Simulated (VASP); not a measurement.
Set up this calculation in VASP 6.6.1, as an ASE script.

* Task: single point
* Functional: AM05
* Potentials or basis: VASP PAW PBE potentials, release 64 (Na_pv)
* Cutoff: 520 eV
* k mesh: 8 × 8 × 3
* Occupations: methfessel-paxton, width 0.2 eV
* Spin: no spin polarisation
* Further INCAR settings: ALGO = Normal; EDIFF = 1.00e-07; NBANDS = 22

The structure of Na lies in POSCAR:

```
Na
1.0
    3.7003831212      0.0000000000      0.0000000000
   -1.8501915606      3.2046257867      0.0000000000
    0.0000000000      0.0000000000     12.5373215400
Na
4
Direct
    0.6666666667      0.3333333333      0.7500000000
    0.0000000000      0.0000000000      0.5000000000
    0.3333333333      0.6666666667      0.2500000000
    0.0000000000      0.0000000000      0.0000000000
```

This isn't the form of Na at room conditions, which is bcc.

The input as run:

run.py

```python
from ase.calculators.vasp import Vasp
from ase.dft.bandgap import bandgap
from ase.io import read

atoms = read('POSCAR')
calc = Vasp(
    directory='calc',
    xc='am05',
    pp='PBE',
    setups='recommended',
    prec='Accurate',
    encut=520,
    ediff=1e-07,
    ismear=1,
    sigma=0.2,
    lreal=False,
    lasph=True,
    nelm=80,
    algo='Normal',
    isif=2,
    lwave=False,
    lcharg=False,
    kpts=[8, 8, 3],
    gamma=True,
    nbands=22,
)
atoms.calc = calc

print('energy (eV):', atoms.get_potential_energy())
print('free energy (eV):', atoms.get_potential_energy(force_consistent=True))
print('forces (eV/A):')
print(atoms.get_forces())
print('stress (eV/A^3, Voigt):', atoms.get_stress())
print('Fermi level (eV):', calc.get_fermi_level())
gap, top, bottom = bandgap(calc)
print('band gap (eV):', gap, 'from (spin, k, band)', top, 'to', bottom)
```

Potentials or basis: VASP PAW PBE potentials, release 64 (Na_pv).

Run with:

```bash
$ python run.py
```

Results of the run:

- Pressure: 0.0 GPa
- Band gap on the k mesh: none (metal or under the smearing width)

Caveat: the PAW data sets were made with another functional, which shifts forces and pressure a little.

Wall time 74 s on 1 thread of AMD EPYC 7R13 Processor (Zen 3), on a shared host, peak memory 0.23 GiB.
